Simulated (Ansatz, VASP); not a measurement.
**One calculation of CoO, two programs**

```xyz
2
Lattice="0.0000 2.1954 2.1315 2.1954 0.0000 2.1315 2.1954 2.1954 0.0000" Properties=species:S:1:pos:R:3 pbc="T T T"
Co    0.0000    0.0000    0.0000
O     2.1954    2.1954    2.1315
```

Alike in both runs: task single point; functional PBE; k mesh 14 × 14 × 14; collinear spin.

|  | VASP | Ansatz |
| --- | --- | --- |
| version | VASP 6.6.1 | Ansatz 0.2.0 |
| potentials or method | VASP PAW PBE potentials, release 64 (Co, O) | plane waves, PAW |
| plane-wave cutoff (eV) | 520 | 520 |
| occupations | methfessel-paxton of order 1, width 0.15 eV | cold, width 0.15 eV |
| valence electrons in the cell | 15 | 23 |

Ansatz gave:

| Property | Result |
| --- | --- |
| pressure (GPa) | -10.5 |
| largest component of the traceless stress (GPa) | 0.86 |
| net moment per atom (μB) | 1.50 |
| size of the moment on the site where the two differ most (μB) | 2.54 |

Question: Which values does VASP return?

Answer: Pressure (GPa): -10.9; largest component of the traceless stress (GPa): 1.02; net moment per atom (μB): 1.50; size of the moment on the site where the two differ most (μB): 2.62.

Site moments also hang on the region over which each program counts them. The two sets of potentials don't hold the same shells in valence. Ansatz warned: «given_moment_on_shells».

Caveats: a cell with one magnetic atom can't hold antiferromagnetic order, which such compounds often take.
